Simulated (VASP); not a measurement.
# GW-BSE spectrum of TiO2

Wanted: the lowest vertical excitons of TiO2 and its absorption. The cell has space group P3_121. The start is a cell from a database of measured crystal structures.

Program: VASP 6.6.1. Level of theory: LDA, no spin polarisation; plane waves and PAW (Ti_sv_GW, O_GW), in the first sound run; inputs show where later runs differ. Results are calculated unless marked as measured.

## Step 1: The starting structure

Symmetry: P3_121, No. 152, trigonal system. The conventional cell has a = 5.291 Å, b = 5.291 Å, c = 6.133 Å, α = 90.00°, β = 90.00°, γ = 120.00°. Nearest to Ti lie 4 O at 1.73 to 1.88 Å. Nearest to O lie 2 Ti at 1.73 to 1.88 Å. Farther neighbours and most contacts between anions are not listed.

Coordinates:

```cif
data_structure
_symmetry_space_group_name_H-M 'P3_121'
_symmetry_Int_Tables_number 152
_cell_length_a 5.2910
_cell_length_b 5.2910
_cell_length_c 6.1330
_cell_angle_alpha 90.000
_cell_angle_beta 90.000
_cell_angle_gamma 120.000
_cell_volume 148.69
loop_
_atom_site_label
_atom_site_type_symbol
_atom_site_symmetry_multiplicity
_atom_site_Wyckoff_symbol
_atom_site_fract_x
_atom_site_fract_y
_atom_site_fract_z
_atom_site_occupancy
Ti1 Ti 3 a 0.45300 0.00000 0.33333 1
O1 O 6 c 0.40800 0.30300 0.21500 1
```

## Step 2: Ground state

The orbitals come from a self-consistent LDA run with a tight EDIFF and a narrow smearing. KPOINTS_OPT adds the bands along a path, which shows whether the mesh holds the band edges.

The input, INCAR:

```
SYSTEM = TiO2
PREC = Accurate
ENCUT = 440
EDIFF = 1E-08
NELM = 100
ISMEAR = 0
SIGMA = 0.01
LREAL = .FALSE.
ALGO = Normal
GGA = CA
NBANDS = 45
LASPH = .TRUE.
LORBIT = 11
LWAVE = .TRUE.
LCHARG = .FALSE.
KPAR = 4
```

The input, POSCAR:

```
TiO2
1.0
    5.2910000000      0.0000000000      0.0000000000
   -2.6455000000      4.5821404114      0.0000000000
    0.0000000000      0.0000000000      6.1330000000
Ti O
3 6
Direct
    0.4530000000      0.0000000000      0.3333333333
    0.0000000000      0.4530000000      0.6666666667
    0.5470000000      0.5470000000      0.0000000000
    0.4080000000      0.3030000000      0.2150000000
    0.6970000000      0.1050000000      0.5483333333
    0.8950000000      0.5920000000      0.8816666667
    0.3030000000      0.4080000000      0.7850000000
    0.1050000000      0.6970000000      0.4516666667
    0.5920000000      0.8950000000      0.1183333333
```

The input, KPOINTS:

```
Automatic mesh
0
Gamma
3 3 4
0 0 0
```

The input, KPOINTS_OPT:

```
Line mode
8
Line-mode
Reciprocal
  0.00000000   0.00000000   0.00000000 GAMMA
  0.50000000   0.00000000   0.00000000 M

  0.50000000   0.00000000   0.00000000 M
  0.33333333   0.33333333   0.00000000 K

  0.33333333   0.33333333   0.00000000 K
  0.00000000   0.00000000   0.00000000 GAMMA

  0.00000000   0.00000000   0.00000000 GAMMA
  0.00000000   0.00000000   0.50000000 A

  0.00000000   0.00000000   0.50000000 A
  0.50000000   0.00000000   0.50000000 L

  0.50000000   0.00000000   0.50000000 L
  0.33333333   0.33333333   0.50000000 H

  0.33333333   0.33333333   0.50000000 H
  0.00000000   0.00000000   0.50000000 A

  0.50000000   0.00000000   0.50000000 L
  0.50000000   0.00000000   0.00000000 M

  0.33333333   0.33333333   0.00000000 K
  0.33333333   0.33333333   0.50000000 H
```

PAW data sets: Ti_sv_GW and O_GW (LDA family, release 64).

Command:

```console
$ mpirun -np 8 vasp_std
```

What it wrote:

```text
[banner, memory and clock lines left out]
running    8 mpi-ranks, on    1 nodes
 distrk:  each k-point on    2 cores,    4 groups
 distr:  one band on    1 cores,    2 groups

 POSCAR found type information on POSCAR TiO
 POSCAR found :  2 types and       9 ions
|                                                                             |
|           W    W    AA    RRRRR   N    N  II  N    N   GGGG   !!!           |
|           W    W   A  A   R    R  NN   N  II  NN   N  G    G  !!!           |
|           W    W  A    A  R    R  N N  N  II  N N  N  G       !!!           |
|           W WW W  AAAAAA  RRRRR   N  N N  II  N  N N  G  GGG   !            |
|           WW  WW  A    A  R   R   N   NN  II  N   NN  G    G                |
|           W    W  A    A  R    R  N    N  II  N    N   GGGG   !!!           |
|                                                                             |
|     For optimal performance we recommend to set                             |
|       NCORE = 2 up to number-of-cores-per-socket                            |
|     NCORE specifies how many cores store one orbital (NPAR=cpu/NCORE).      |
|     This setting can greatly improve the performance of VASP for DFT.       |
|     The default, NCORE=1 might be grossly inefficient on modern             |
|     multi-core architectures or massively parallel machines. Do your        |
|     Unfortunately you need to use the default for GW and RPA                |
|     calculations (for HF NCORE is supported but not extensively tested      |
|     yet).                                                                   |
|                                                                             |

 LDA part: xc-table for (Slater(with rela. corr.)+CA(PZ))
 , standard interpolation
|                                                                             |
|           W    W    AA    RRRRR   N    N  II  N    N   GGGG   !!!           |
|           W    W   A  A   R    R  NN   N  II  NN   N  G    G  !!!           |
|           W    W  A    A  R    R  N N  N  II  N N  N  G       !!!           |
|           W WW W  AAAAAA  RRRRR   N  N N  II  N  N N  G  GGG   !            |
|           WW  WW  A    A  R   R   N   NN  II  N   NN  G    G                |
|           W    W  A    A  R    R  N    N  II  N    N   GGGG   !!!           |
|                                                                             |
|     The number of bands has been changed from the values supplied in        |
|     The orbitals not found in the WAVECAR file will be initialized with     |
|     random numbers, which is usually adequate. For correlated               |
|     calculations, however, you should redo the groundstate calculation.     |
|     I found NBANDS = 45. Now, NBANDS = 46.                                  |
|                                                                             |

 POSCAR, INCAR and KPOINTS ok, starting setup
 FFT: planning ... GRIDC
 FFT: planning ... GRID_SOFT
 FFT: planning ... GRID
 WAVECAR not read
 entering main loop
       N       E                     dE             d eps       ncg     rms          rms(c)
DAV:   1     0.133313256403E+04    0.13331E+04   -0.31852E+04  1016   0.142E+03
DAV:   2     0.124830049169E+03   -0.12083E+04   -0.11676E+04  1572   0.992E+02
DAV:   3    -0.105539820944E+03   -0.23037E+03   -0.22498E+03  1640   0.441E+02
DAV:   4    -0.122335297549E+03   -0.16795E+02   -0.16725E+02  1672   0.162E+02
DAV:   5    -0.123275054392E+03   -0.93976E+00   -0.93701E+00  1648   0.377E+01    0.357E+01
DAV:   6    -0.936117029045E+02    0.29663E+02   -0.18512E+02  1696   0.128E+02    0.201E+01
DAV:   7    -0.929043927091E+02    0.70731E+00   -0.26694E+01  1688   0.687E+01    0.133E+01
DAV:   8    -0.927674798550E+02    0.13691E+00   -0.25071E+00  1680   0.189E+01    0.275E+00
DAV:   9    -0.926943116788E+02    0.73168E-01   -0.30111E-01  1656   0.892E+00    0.817E-01
DAV:  10    -0.926947268999E+02   -0.41522E-03   -0.59341E-02  1680   0.229E+00    0.205E-01
DAV:  11    -0.926948044124E+02   -0.77513E-04   -0.83599E-03  1680   0.105E+00    0.162E-01
DAV:  12    -0.926946837127E+02    0.12070E-03   -0.12027E-03  1752   0.285E-01    0.385E-02
DAV:  13    -0.926946846435E+02   -0.93082E-06   -0.15427E-04  1632   0.148E-01    0.130E-02
DAV:  14    -0.926946871570E+02   -0.25135E-05   -0.37844E-05  1680   0.764E-02    0.101E-02
DAV:  15    -0.926946856418E+02    0.15153E-05   -0.54232E-06  1680   0.339E-02    0.303E-03
DAV:  16    -0.926946856169E+02    0.24863E-07   -0.15376E-06  1688   0.915E-03    0.119E-03
DAV:  17    -0.926946856446E+02   -0.27718E-07   -0.26457E-07  1608   0.696E-03    0.112E-03
DAV:  18    -0.926946856179E+02    0.26717E-07   -0.10916E-07  1240   0.444E-03    0.923E-05
DAV:  19    -0.926946856198E+02   -0.18999E-08   -0.24832E-08  1000   0.178E-03
   1 F= -.92694686E+02 E0= -.92694686E+02  d E =-.591075E-88
 Start KPOINTS_OPT (optional k-point list driver)
k-point batch [1-10\72]
       N       E                     dE             ncg
DAV:   1     0.340297258661E+04   -0.59533E+04      952
DAV:   2    -0.926252201343E+04   -0.12665E+05     1452
DAV:   3    -0.115638443096E+05   -0.23013E+04     1624
DAV:   4    -0.118253352516E+05   -0.26149E+03     1744
DAV:   5    -0.118502433249E+05   -0.24908E+02     1608
DAV:   6    -0.118530994155E+05   -0.28561E+01     1752
DAV:   7    -0.118534387028E+05   -0.33929E+00     1648
DAV:   8    -0.118534826916E+05   -0.43989E-01     1784
DAV:   9    -0.118534886242E+05   -0.59326E-02     1640
DAV:  10    -0.118534894706E+05   -0.84643E-03     1768
DAV:  11    -0.118534895958E+05   -0.12519E-03     1608
DAV:  12    -0.118534896143E+05   -0.18534E-04     1392
DAV:  13    -0.118534896171E+05   -0.28132E-05     1352
DAV:  14    -0.118534896176E+05   -0.43023E-06     1200
DAV:  15    -0.118534896176E+05   -0.65069E-07     1016
DAV:  16    -0.118534896176E+05   -0.99753E-08      880
[...]
k-point batch [71-72\72]
       N       E                     dE             ncg
DAV:   1     0.138187097723E+05   -0.28988E+04      192
DAV:   2     0.112845773528E+05   -0.25341E+04      292
DAV:   3     0.108196473185E+05   -0.46493E+03      320
DAV:   4     0.107673570601E+05   -0.52290E+02      352
DAV:   5     0.107629053345E+05   -0.44517E+01      320
DAV:   6     0.107624177198E+05   -0.48761E+00      368
DAV:   7     0.107623629266E+05   -0.54793E-01      312
DAV:   8     0.107623552726E+05   -0.76540E-02      368
DAV:   9     0.107623542078E+05   -0.10648E-02      320
DAV:  10     0.107623540461E+05   -0.16167E-03      368
DAV:  11     0.107623540247E+05   -0.21486E-04      296
DAV:  12     0.107623540216E+05   -0.30196E-05      272
DAV:  13     0.107623540212E+05   -0.42887E-06      272
DAV:  14     0.107623540211E+05   -0.59128E-07      224
DAV:  15     0.107623540211E+05   -0.90222E-08      176
 writing wavefunctions
```

It took 2.2 min on 8 MPI ranks of AMD EPYC 7R43, shared host; peak memory 1.5 GiB.

Lines that name or quote the potential files are left out of all logs, and their timing lines are given in words.

From OUTCAR (step 2):

```text
ion  position               nearest neighbor table
   1  0.453  0.000  0.333-   9 1.73   5 1.73   4 1.88   8 1.88
   2  0.000  0.453  0.667-   8 1.73   6 1.73   7 1.88   5 1.88
   3  0.547  0.547  0.000-   4 1.73   7 1.73   9 1.88   6 1.88
   4  0.408  0.303  0.215-   3 1.73   1 1.88
   5  0.697  0.105  0.548-   1 1.73   2 1.88
   6  0.895  0.592  0.882-   2 1.73   3 1.88
   7  0.303  0.408  0.785-   3 1.73   2 1.88
   8  0.105  0.697  0.452-   2 1.73   1 1.88
   9  0.592  0.895  0.118-   1 1.73   3 1.88

  LATTYP: Found a hexagonal cell.
 ALAT       =     5.2910000000
 C/A-ratio  =     1.1591381591

 Subroutine GETGRP returns: Found  6 space group operations
 (whereof  2 operations were pure point group operations)

The static configuration has the point symmetry C_2 .
 The point group associated with its full space group is D_3 .

 Found     10 irreducible k-points:

   k-points           NKPTS =     10   k-points in BZ     NKDIM =     10   number of bands    NBANDS=     46

   dimension x,y,z NGX =    36 NGY =   36 NGZ =   42
   dimension x,y,z NGXF=    72 NGYF=   72 NGZF=   84

   ENCUT  =  440.0 eV  32.34 Ry    5.69 a.u.   9.05  9.05 10.49*2*pi/ulx,y,z

   NELECT =      72.0000    total number of electrons

 k-points in reciprocal lattice and weights: Automatic mesh
   0.00000000  0.00000000  0.00000000       0.028
   0.33333333  0.00000000  0.00000000       0.167
   0.33333333  0.33333333  0.00000000       0.056
   0.00000000  0.00000000  0.25000000       0.056
   0.33333333  0.00000000  0.25000000       0.167
   0.00000000  0.33333333  0.25000000       0.167
   0.33333333  0.33333333  0.25000000       0.111
   0.00000000  0.00000000  0.50000000       0.028
   0.33333333  0.00000000  0.50000000       0.167
   0.33333333  0.33333333  0.50000000       0.056

 average (electrostatic) potential at core
       1-101.2890       2-101.2890       3-101.2890       4 -74.8364       5 -74.8364
       6 -74.8364       7 -74.8364       8 -74.8364       9 -74.8364

 E-fermi :  -0.6305

 k-point     1 :       0.0000    0.0000    0.0000
  band No.  band energies     occupation
    ...
     32      -1.4974      2.00000
     33      -1.4437      2.00000
     34      -1.0241      2.00000
     35      -0.9969      2.00000
     36      -0.9969      2.00000
     37       2.9881      0.00000
     38       3.5292      0.00000
     39       3.5292      0.00000
     40       3.9644      0.00000
     41       3.9645      0.00000
    ...

 k-point     2 :       0.3333    0.0000    0.0000
  band No.  band energies     occupation
    ...
     32      -1.4712      2.00000
     33      -1.4491      2.00000
     34      -1.3195      2.00000
     35      -1.0958      2.00000
     36      -0.7985      2.00000
     37       3.1455      0.00000
     38       3.2593      0.00000
     39       3.5901      0.00000
     40       3.9007      0.00000
     41       4.2520      0.00000
    ...

 k-point     3 :       0.3333    0.3333    0.0000
  band No.  band energies     occupation
    ...
     32      -1.8893      2.00000
     33      -1.6184      2.00000
     34      -1.0630      2.00000
     35      -1.0630      2.00000
     36      -0.8432      2.00000
     37       3.0762      0.00000
     38       3.4725      0.00000
     39       3.4725      0.00000
     40       4.3303      0.00000
     41       4.3311      0.00000
    ...

  Total       -3.6312145     -3.6312145      0.4467726      0.0000000      0.0000000      0.0000000
  in kB      -39.1276138    -39.1276138      4.8141317      0.0000000      0.0000000      0.0000000
  external PRESSURE =     -24.4803653 kB  Pullay stress =       0.0000000 kB

  energy-cutoff  :      440.00
  volume of cell :      148.69
      direct lattice vectors                 reciprocal lattice vectors
     5.291000000  0.000000000  0.000000000     0.189000189  0.109119310  0.000000000
    -2.645500000  4.582140411  0.000000000     0.000000000  0.218238620  0.000000000
     0.000000000  0.000000000  6.133000000     0.000000000  0.000000000  0.163052340

 POSITION                                       TOTAL-FORCE (eV/Angst)
 -----------------------------------------------------------------------------------
      2.39682      0.00000      2.04433        -2.057909     -0.000000     -0.000000
     -1.19841      2.07571      4.08867         1.028955     -1.782202      0.000000
      1.44709      2.50643      0.00000         1.028955      1.782202      0.000000
      1.35714      1.38839      1.31860         0.572707     -1.270650      1.182274
      3.41005      0.48112      3.36293         0.814061      1.131304      1.182274
      3.16931      2.71263      5.40726        -1.386769      0.139346      1.182274
      0.52381      1.86951      4.81440        -1.386769     -0.139346     -1.182274
     -1.28836      3.19375      2.77007         0.572707      1.270650     -1.182274
      0.76455      4.10102      0.72574         0.814061     -1.131304     -1.182274
 -----------------------------------------------------------------------------------
    total drift:                               -0.000000     -0.000002      0.000000

  FREE ENERGIE OF THE ION-ELECTRON SYSTEM (eV)
  ---------------------------------------------------
  free  energy   TOTEN  =       -92.6946856198 eV

  energy  without entropy=      -92.6946856198  energy(sigma->0) =      -92.69468562

 total charge
# of ion       s       p       d       f       tot
--------------------------------------------------
    1        2.276   6.149   1.652   0.053  10.130
    2        2.276   6.149   1.652   0.053  10.130
    3        2.276   6.149   1.652   0.053  10.130
    4        1.555   3.434   0.000   0.000   4.989
    5        1.555   3.434   0.000   0.000   4.989
    6        1.555   3.434   0.000   0.000   4.989
    7        1.555   3.434   0.000   0.000   4.989
    8        1.555   3.434   0.000   0.000   4.989
    9        1.555   3.434   0.000   0.000   4.989
--------------------------------------------------
tot         16.155  39.050   4.957   0.158  60.320

[... 3 further parts left out ...]
```

This step gave:

- free energy (TOTEN): -92.6947 eV
- Fermi energy: -0.6305 eV
- pressure: -2.448 GPa
- least gap on mesh and path: 3.713 eV
- least direct gap on mesh and path: 3.813 eV

The highest empty bands on the path are converged less tightly, to about 0.1 eV. Electronic bands along the path, in eV, zero at the valence-band top; v1 is the highest filled band, c1 the lowest empty one:

| point | v4 | v3 | v2 | v1 | c1 | c2 | c3 | c4 |
| --- | --- | --- | --- | --- | --- | --- | --- | --- |
| Γ | -0.72 | -0.30 | -0.27 | -0.27 | 3.71 | 4.25 | 4.25 | 4.69 |
| 0.57 of the way | -0.66 | -0.57 | -0.38 | -0.11 | 3.86 | 4.04 | 4.30 | 4.58 |
| M | -0.70 | -0.63 | -0.34 | 0.00 | 3.88 | 3.90 | 4.35 | 4.77 |
| 0.57 of the way | -0.83 | -0.47 | -0.28 | -0.08 | 3.84 | 4.03 | 4.29 | 4.90 |
| K | -0.89 | -0.34 | -0.34 | -0.12 | 3.80 | 4.20 | 4.20 | 5.06 |
| 0.57 of the way | -0.60 | -0.55 | -0.28 | -0.22 | 3.86 | 4.10 | 4.22 | 4.56 |
| Γ | -0.72 | -0.30 | -0.27 | -0.27 | 3.71 | 4.25 | 4.25 | 4.69 |
| 0.43 of the way | -0.68 | -0.24 | -0.22 | -0.18 | 3.87 | 3.93 | 4.45 | 4.59 |
| A | -0.70 | -0.16 | -0.16 | -0.04 | 3.77 | 4.24 | 4.24 | 4.41 |
| 0.43 of the way | -0.60 | -0.31 | -0.24 | -0.10 | 3.86 | 4.30 | 4.38 | 4.52 |
| L | -0.54 | -0.54 | -0.29 | -0.17 | 4.18 | 4.40 | 4.45 | 4.89 |
| 0.43 of the way | -0.61 | -0.53 | -0.29 | -0.24 | 4.27 | 4.40 | 4.49 | 4.88 |
| H | -0.85 | -0.42 | -0.42 | -0.27 | 4.44 | 4.44 | 4.54 | 4.79 |
| 0.43 of the way | -0.69 | -0.35 | -0.32 | -0.19 | 4.03 | 4.40 | 4.44 | 4.67 |
| A | -0.70 | -0.16 | -0.16 | -0.04 | 3.77 | 4.24 | 4.24 | 4.41 |
| jump to L | -0.54 | -0.54 | -0.29 | -0.17 | 4.18 | 4.40 | 4.45 | 4.89 |
| 0.43 of the way | -0.69 | -0.44 | -0.37 | -0.10 | 4.09 | 4.16 | 4.38 | 4.73 |
| M | -0.70 | -0.63 | -0.34 | 0.00 | 3.88 | 3.90 | 4.35 | 4.77 |
| jump to K | -0.89 | -0.34 | -0.34 | -0.12 | 3.80 | 4.20 | 4.20 | 5.06 |
| 0.43 of the way | -0.83 | -0.36 | -0.32 | -0.24 | 3.95 | 4.32 | 4.33 | 4.86 |
| H | -0.85 | -0.42 | -0.42 | -0.27 | 4.44 | 4.44 | 4.54 | 4.79 |

Of the projections kept (Ti, O), the largest for each band there; the rest of the weight can lie on other orbitals:

| point | v4 | v3 | v2 | v1 | c1 | c2 | c3 | c4 |
| --- | --- | --- | --- | --- | --- | --- | --- | --- |
| Γ | O 0.90 | O 0.95 | O 0.90 | O 0.90 | Ti 1.00 | Ti 0.89 | Ti 0.89 | Ti 0.90 |
| M | O 0.92 | O 0.88 | O 0.94 | O 0.96 | Ti 0.98 | Ti 0.96 | Ti 0.94 | Ti 0.85 |
| K | O 0.84 | O 0.92 | O 0.92 | O 0.97 | Ti 0.98 | Ti 0.92 | Ti 0.92 | Ti 0.86 |
| Γ | O 0.90 | O 0.95 | O 0.90 | O 0.90 | Ti 1.00 | Ti 0.89 | Ti 0.89 | Ti 0.90 |
| A | O 0.89 | O 0.94 | O 0.94 | O 0.99 | Ti 0.98 | Ti 0.93 | Ti 0.92 | Ti 0.97 |
| L | O 0.90 | O 0.90 | O 0.95 | O 0.95 | Ti 0.97 | Ti 0.88 | Ti 0.88 | Ti 0.83 |

The cell has a gap of 3.71 eV on mesh and path and a pressure of -2.4 GPa, which holds the misfit of the given cell and coordinates with this functional, and any error of cutoff, mesh and data sets. Forces of up to 2.1 eV/Å remain in these settings, which points to faulty coordinates in the entry.

(Part 1 of 3 ends here.)

[Lines on the potential files, build, host, timing and source positions are cut from VASP's logs without a mark.]

[Logs are printed without paths, hosts, clocks, repeated set-up lines and the standing remarks that a program may print on its own settings, such as how far it seeks lower states.]

[Hosts, paths, dates, database ids (printed as entryN), source tags and the programs' standing remarks are cut or masked in the printed files.]

[Pressures printed for these runs are not shown converged in the cutoff: they can be off by several GPa and have the wrong sign.]
